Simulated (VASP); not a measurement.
# ZnSe (Stilleite) (F-43m) in VASP: further runs, part 2 of 2

VASP 6.6.1. Earlier steps stand in the parts before.

## 4. G0W0 quasiparticle levels, PBE

File POSCAR:

```
ZnSe
1.0
    0.0000000000      2.8338000000      2.8338000000
    2.8338000000      0.0000000000      2.8338000000
    2.8338000000      2.8338000000      0.0000000000
Se Zn
1 1
Direct
    0.7500000000      0.7500000000      0.7500000000
    0.0000000000      0.0000000000      0.0000000000
```

File INCAR.step1:

```
  PREC = Accurate
  ENCUT = 450
  EDIFF = 1E-8
  ISMEAR = 0
  SIGMA = 0.01
  LREAL = F
  LASPH = T
  NELM = 100
  ALGO = Normal
  LWAVE = T
  LCHARG = F
  GGA = PE
```

File INCAR.step2:

```
  PREC = Accurate
  ENCUT = 450
  EDIFF = 1E-8
  ISMEAR = 0
  SIGMA = 0.01
  LREAL = F
  LASPH = T
  NELM = 1
  ALGO = Exact
  LWAVE = T
  LCHARG = F
  GGA = PE
  NBANDS = 36
  LOPTICS = T
  ISTART = 1
```

File INCAR.step3:

```
  PREC = Accurate
  ENCUT = 450
  EDIFF = 1E-8
  ISMEAR = 0
  SIGMA = 0.01
  LREAL = F
  LASPH = T
  ALGO = EVGW0
  LWAVE = F
  LCHARG = F
  GGA = PE
  NELMGW = 1
  NBANDS = 36
  ENCUTGW = 260
  NOMEGA = 48
  PRECFOCK = Fast
  ISTART = 1
  NBANDSGW = 17
```

File KPOINTS:

```
Automatic mesh
0
Gamma
  3 3 3
```

Potentials or basis: VASP PAW PBE potentials, release 64 (Se_GW, Zn_GW).

Command:

```sh
$ cat potpaw_PBE.64/Se_GW/POTCAR potpaw_PBE.64/Zn_GW/POTCAR > POTCAR
$ cp INCAR.step1 INCAR
$ mpirun -np 1 vasp_std > vasp.out
$ cp INCAR.step2 INCAR
$ mpirun -np 1 vasp_std > vasp.out
$ cp INCAR.step3 INCAR
$ mpirun -np 1 vasp_std > vasp.out
```

OUTCAR:

```text
PREC = Accurate
   ENCUT = 450
   EDIFF = 1E-8
   ISMEAR = 0
   LREAL = F
   LASPH = T
   GGA = PE
   NELMGW = 1
   ENCUTGW = 260
   PRECFOCK = Fast
   ISTART = 1

 Found      4 irreducible k-points:

 Following reciprocal coordinates:
            Coordinates               Weight
  0.000000  0.000000  0.000000      1.000000
  0.333333  0.000000  0.000000      8.000000
  0.333333  0.333333  0.000000      6.000000
 -0.333333  0.333333  0.000000     12.000000
   k-points           NKPTS =      4   k-points in BZ     NKDIM =     27   number of bands    NBANDS=     36
   number of dos      NEDOS =    301   number of ions     NIONS =      2
   total plane-waves  NPLWV =  21952
   dimension x,y,z NGX =    28 NGY =   28 NGZ =   28
   dimension x,y,z NGXF=    56 NGYF=   56 NGZF=   56
   ions per type =               1   1
   NGX,Y,Z   is equivalent  to a cutoff of  11.62, 11.62, 11.62 a.u.
   NGXF,Y,Z  is equivalent  to a cutoff of  23.23, 23.23, 23.23 a.u.
 SYSTEM =  unknown system
   PREC   = accura    normal or accurate (medium, high low for compatibility)
   ISTART =      1    job   : 0-new  1-cont  2-samecut
   ICHARG =      0    charge: 1-file 2-atom 10-const
   ISPIN  =      1    spin polarized calculation?
   LNONCOLLINEAR =      F non collinear calculations
   LSORBIT =      F    spin-orbit coupling
   LASPH  =      T    aspherical Exc in radial PAW
   ENCUT  =  450.0 eV  33.07 Ry    5.75 a.u.   6.93  6.93  6.93*2*pi/ulx,y,z
   NELM   =     60;   NELMIN=  2; NELMDL=  0     # of ELM steps
   EDIFF  = 0.1E-07   stopping-criterion for ELM
   LREAL  =      F    real-space projection
   EDIFFG = 0.1E-06   stopping-criterion for IOM
   NSW    =      0    number of steps for IOM
   IBRION =     -1    ionic relax: 0-MD 1-quasi-New 2-CG
   NFREE  =      0    steps in history (QN), initial steepest desc. (CG)
   ISIF   =      0    stress and relaxation
   ISYM   =      3    0-nonsym 1-usesym 2-fastsym
   POTIM  = 0.5000    time-step for ionic-motion
   TEBEG  =    0.0;   TEEND  =   0.0 temperature during run
   PSTRESS=    0.0 pullay stress
   NELECT =      18.0000    total number of electrons
   NUPDOWN=      -1.0000    fix difference up-down
   EMIN   =  10.00;   EMAX   =-10.00  energy-range for DOS
   EFERMI =   0.00;   METHOD = LEGACY
   ISMEAR =     0;   SIGMA  =   0.01  broadening in eV -4-tet -1-fermi 0-gaus
   EFERMI_NEDOS =   21; number of points for ismear=-14 and -15
   IALGO  =     38    algorithm
   IMIX   =      4    mixing-type and parameters
     AMIX     =   0.40;   BMIX     =  1.00
     AMIX_MAG =   1.60;   BMIX_MAG =  1.00
  volume/ion in A,a.u.               =      22.76       153.57
  Fermi-wavevector in a.u.,A,eV,Ry     =   1.201673  2.270834 19.647073  1.444019
  Thomas-Fermi vector in A             =   2.337476
   LORBIT       =      0    0 simple, 1 ext, 2 COOP (PROOUT), +10 PAW based schemes
   GGA     = PE    functional components
   LHFCALC =     T    Hartree Fock is set to
   PRECFOCK=fast      Normal, Fast or Accurate (Low or Medium for compatibility)
   ENCUT4O =  -1.0   cutoff for four orbital integrals eV
   NKREDX  =     1    reduce k-point grid by
   NKREDY  =     1    reduce k-point grid by
   NKREDZ  =     1    reduce k-point grid by
   AEXX    =    1.0000 exact exchange contribution
   HFSCREEN=    0.0000 screening length (either q_TF or 0.3 A-1)
   HFSCREENC=   0.0000 screening length for correlation (either q_TF or 0.3 A-1)
   ENCUTFOCK=  -1.0 apply spherical cutoff to Coloumb kernel
   IVDW    =     0    specifies the selected vdW correction
   LEPSILON=     F    determine dielectric tensor
   LRPA    =     F    only Hartree local field effects (RPA)
   LRPAFORCE           =     F    calculate RPA forces
   ENCUTGW             = 260.0    cutoff for response function in eV
   ENCUTGWSOFT         = 208.0    soft cutoff for Coulomb kernel in GW response function in eV
   ENCUTLF             =  -1.0    cutoff for local field effects
   NELMGW              =     1    number of iterations in solving QP/BSE equation
   NELMHF              =     1    number of iterations in the inner HF iteration
   NKREDLFX            =     1    NKREDLFY  =   1   NKREDLFZ  =   1
 non-spin polarized calculation
 Gauss-broadening in eV      SIGMA  =   0.01
  energy-cutoff  :      450.00
  volume of cell :       45.51
 maximum number of plane-waves:      1002
  NGX = 16; NGY = 16; NGZ = 16
   NGX = 13   NGY = 13   NGZ = 13
 maximum number of plane-waves:       444

 QP shifts <psi_nk| G(iteration)W_0 |psi_nk>: iteration 1
 for sc-GW calculations column KS-energies equals QP-energies in previous step
 and V_xc(KS)=  KS-energies - (<T + V_ion + V_H > + <T+V_H+V_ion>^1  + <V_x>^1)

 k-point   1 :       0.0000    0.0000    0.0000
  band No.  KS-energies  QP-energies   sigma(KS)   V_xc(KS)     V^pw_x(r,r')   Z            occupation Imag(sigma)

      1     -10.5025     -10.6741     -12.5675     -12.3078     -19.8306       0.6608       2.0000       1.2230
      2      -3.8950      -4.9253     -21.3302     -19.7053     -30.8897       0.6341       2.0000       0.4763
      3      -3.8950      -4.9253     -21.3302     -19.7053     -30.8897       0.6341       2.0000       0.4763
      4      -3.8950      -4.9253     -21.3302     -19.7053     -30.8897       0.6341       2.0000       0.4763
      5      -3.5352      -4.6593     -22.2586     -20.4968     -32.0216       0.6380       2.0000       0.4422
      6      -3.5352      -4.6593     -22.2586     -20.4968     -32.0216       0.6380       2.0000       0.4422
[... 9 lines left out ...]
     16      14.1442      14.8348      -9.3983     -10.3197      -4.9907       0.7495       0.0000      -0.3170
     17      15.7309      15.9211      -7.3090      -7.5616      -2.2362       0.7530       0.0000      -0.5464
[... 46 lines left out ...]
      1      -9.4978      -9.5885     -13.2598     -13.1236     -20.3582       0.6662       2.0000       1.0345
      2      -3.7977      -4.8408     -21.1758     -19.5462     -30.5782       0.6402       2.0000       0.4627
      3      -3.7177      -4.7756     -21.7472     -20.0899     -31.4135       0.6383       2.0000       0.4774
      4      -3.5758      -4.6847     -22.1295     -20.3898     -31.9116       0.6374       2.0000       0.4625
      5      -3.5272      -4.6556     -22.2631     -20.5059     -32.0440       0.6422       2.0000       0.4455
      6      -3.2992      -4.3634     -21.8847     -20.2218     -31.4303       0.6399       2.0000       0.4720
[... 9 lines left out ...]
     16      18.2675      18.8801      -8.1494      -8.9631      -2.8492       0.7528       0.0000      -0.6978
     17      18.9634      19.4285      -7.8379      -8.4479      -2.5833       0.7624       0.0000      -0.7304
```

OUTCAR.step2:

```text
PREC = Accurate
   ENCUT = 450
   EDIFF = 1E-8
   ISMEAR = 0
   LREAL = F
[... 537 lines left out ...]
     0.00000    25.49548    25.49548    25.49548     0.00000     0.00000     0.00000
     0.64149    30.64317    30.64317    30.64317     0.00000     0.00000     0.00000
     1.28299   -33.00079   -33.00079   -33.00079     0.00000     0.00000     0.00000
     1.92448     4.13274     4.13274     4.13274    -0.00000     0.00000     0.00000
     2.56598    14.89035    14.89035    14.89035    -0.00000     0.00000    -0.00000
     3.20747    44.58016    44.58016    44.58016    -0.00000    -0.00000    -0.00000
[... 92 lines left out ...]
    62.86642     0.89944     0.89944     0.89944    -0.00000    -0.00000    -0.00000
    63.50792     0.90163     0.90163     0.90163    -0.00000    -0.00000    -0.00000
```

Wall time 26 s (1 thread of Intel Xeon 6975P-C (Granite Rapids), shared host); peak memory 0.45 GiB.

The run converged, but some of its settings lie outside the range that counts as converged, so its numbers aren't taken as properties of the crystal.

Results:

```
Band gap on the k mesh, mean-field level : 1.24 eV, direct
Quasiparticle gap                        : 2.30 eV
Least direct quasiparticle gap           : 2.30 eV
```

Caveat: the k mesh is coarse (spacing up to 0.64 Å⁻¹), so the values aren't converged; bands, screening cutoff and mesh are small and nothing is extrapolated, so the quasiparticle values aren't converged.

## 5. G0W0 quasiparticle levels, PBE

POSCAR is that of step 4.

INCAR.step1 is that of step 4.

Edit INCAR.step2 of step 4 so:

```diff
@@ -12,3 +12,3 @@
   GGA = PE
-  NBANDS = 36
+  NBANDS = 63
   LOPTICS = T
```

Edit INCAR.step3 of step 4 so:

```diff
@@ -12,5 +12,5 @@
   NELMGW = 1
-  NBANDS = 36
-  ENCUTGW = 260
-  NOMEGA = 48
+  NBANDS = 63
+  ENCUTGW = 150
+  NOMEGA = 72
   PRECFOCK = Fast
```

KPOINTS is that of step 4.

Potentials or basis: VASP PAW PBE potentials, release 64 (Se_GW, Zn_GW).

Command:

```sh
$ cat potpaw_PBE.64/Se_GW/POTCAR potpaw_PBE.64/Zn_GW/POTCAR > POTCAR
$ cp INCAR.step1 INCAR
$ mpirun -np 1 vasp_std > vasp.out
$ cp INCAR.step2 INCAR
$ mpirun -np 1 vasp_std > vasp.out
$ cp INCAR.step3 INCAR
$ mpirun -np 1 vasp_std > vasp.out
```

OUTCAR:

```text
PREC = Accurate
   ENCUT = 450
   EDIFF = 1E-8
   ISMEAR = 0
   LREAL = F
   LASPH = T
   GGA = PE
   NELMGW = 1
   ENCUTGW = 150
   PRECFOCK = Fast
   ISTART = 1

 Found      4 irreducible k-points:

 Following reciprocal coordinates:
            Coordinates               Weight
  0.000000  0.000000  0.000000      1.000000
  0.333333  0.000000  0.000000      8.000000
  0.333333  0.333333  0.000000      6.000000
 -0.333333  0.333333  0.000000     12.000000
[... 59 lines left out ...]
   ENCUTGWSOFT         = 120.0    soft cutoff for Coulomb kernel in GW response function in eV
   ENCUTLF             =  -1.0    cutoff for local field effects
   NELMGW              =     1    number of iterations in solving QP/BSE equation
   NELMHF              =     1    number of iterations in the inner HF iteration
   NKREDLFX            =     1    NKREDLFY  =   1   NKREDLFZ  =   1
 non-spin polarized calculation
 Gauss-broadening in eV      SIGMA  =   0.01
  energy-cutoff  :      450.00
  volume of cell :       45.51
 maximum number of plane-waves:      1002
  NGX = 16; NGY = 16; NGZ = 16
   NGX = 13   NGY = 13   NGZ = 13
 maximum number of plane-waves:       194

 QP shifts <psi_nk| G(iteration)W_0 |psi_nk>: iteration 1
 for sc-GW calculations column KS-energies equals QP-energies in previous step
 and V_xc(KS)=  KS-energies - (<T + V_ion + V_H > + <T+V_H+V_ion>^1  + <V_x>^1)

 k-point   1 :       0.0000    0.0000    0.0000
  band No.  KS-energies  QP-energies   sigma(KS)   V_xc(KS)     V^pw_x(r,r')   Z            occupation Imag(sigma)

      1     -10.5025     -10.8567     -12.8446     -12.3078     -19.8306       0.6597       2.0000       1.0786
      2      -3.8950      -5.1665     -21.6544     -19.7053     -30.8897       0.6523       2.0000       0.3009
      3      -3.8950      -5.1665     -21.6544     -19.7053     -30.8897       0.6523       2.0000       0.3009
      4      -3.8950      -5.1665     -21.6544     -19.7053     -30.8897       0.6523       2.0000       0.3009
      5      -3.5352      -4.8798     -22.5464     -20.4968     -32.0216       0.6560       2.0000       0.3217
      6      -3.5352      -4.8798     -22.5464     -20.4968     -32.0216       0.6560       2.0000       0.3217
[... 59 lines left out ...]
      3      -3.7177      -5.0146     -22.0624     -20.0899     -31.4135       0.6575       2.0000       0.3057
      4      -3.5758      -4.9128     -22.4287     -20.3898     -31.9116       0.6558       2.0000       0.3149
      5      -3.5272      -4.8758     -22.5508     -20.5059     -32.0440       0.6595       2.0000       0.3207
      6      -3.2992      -4.5969     -22.1824     -20.2218     -31.4303       0.6619       2.0000       0.3035
[... 9 lines left out ...]
     16      18.2675      18.4833      -8.6704      -8.9631      -2.8492       0.7371       0.0000      -0.6282
     17      18.9634      19.0537      -8.3258      -8.4479      -2.5833       0.7399       0.0000      -0.6565
```

OUTCAR.step1:

```text
PREC = Accurate
   ENCUT = 450
   EDIFF = 1E-8
   ISMEAR = 0
   LREAL = F
   LASPH = T
[... 169 lines left out ...]
 -----------------------------------------------------------------------------------
      4.25070      4.25070      4.25070        -0.000000     -0.000000     -0.000000
      0.00000      0.00000      0.00000         0.000000      0.000000      0.000000
 -----------------------------------------------------------------------------------
    total drift:                               -0.000001     -0.000001     -0.000001

  FREE ENERGIE OF THE ION-ELECTRON SYSTEM (eV)
  ---------------------------------------------------
  free  energy   TOTEN  =        -5.7435854919 eV

  energy  without entropy=       -5.7435854919  energy(sigma->0) =       -5.74358549
```

OUTCAR.step2:

```text
PREC = Accurate
   ENCUT = 450
   EDIFF = 1E-8
   ISMEAR = 0
   LREAL = F
[... 537 lines left out ...]
     0.00000    25.59370    25.59370    25.59370    -0.00000    -0.00000     0.00000
     0.87381    38.45659    38.45659    38.45659    -0.00000    -0.00000     0.00000
     1.74762    -0.48920    -0.48920    -0.48920    -0.00000    -0.00000     0.00000
     2.62143    16.19980    16.19980    16.19980    -0.00000    -0.00000     0.00000
     3.49524   -28.29535   -28.29535   -28.29535    -0.00000    -0.00000     0.00000
     4.36905     6.04515     6.04515     6.04515    -0.00000    -0.00000     0.00000
[... 92 lines left out ...]
    85.63340     0.93645     0.93645     0.93645     0.00000     0.00000    -0.00000
    86.50721     0.93793     0.93793     0.93793     0.00000     0.00000    -0.00000
```

It took 18 s on 1 thread of Intel Xeon 6975P-C (Granite Rapids), shared host; peak memory 0.28 GiB.

These settings aren't checked as converged: the numbers below hold their error.

What came out:

| Item | Value |
| --- | --- |
| Band gap on the k mesh, mean-field level | 1.24 eV, direct |
| Quasiparticle gap | 2.30 eV |
| Least direct quasiparticle gap | 2.30 eV |

Caveat: the k mesh is coarse (spacing up to 0.64 Å⁻¹), so the values aren't converged; bands, screening cutoff and mesh are small and nothing is extrapolated, so the quasiparticle values aren't converged.

## 6. For comparison

An earlier run on the cell as given: functional PBE; potentials or basis VASP PAW PBE potentials, release 64 (Se, Zn); cutoff 520 eV; k mesh 8 × 8 × 8; occupations fermi-dirac, width 0.05 eV; no spin polarisation.

- Pressure: 2.3 GPa
- Band gap on the k mesh: 1.29 eV, direct
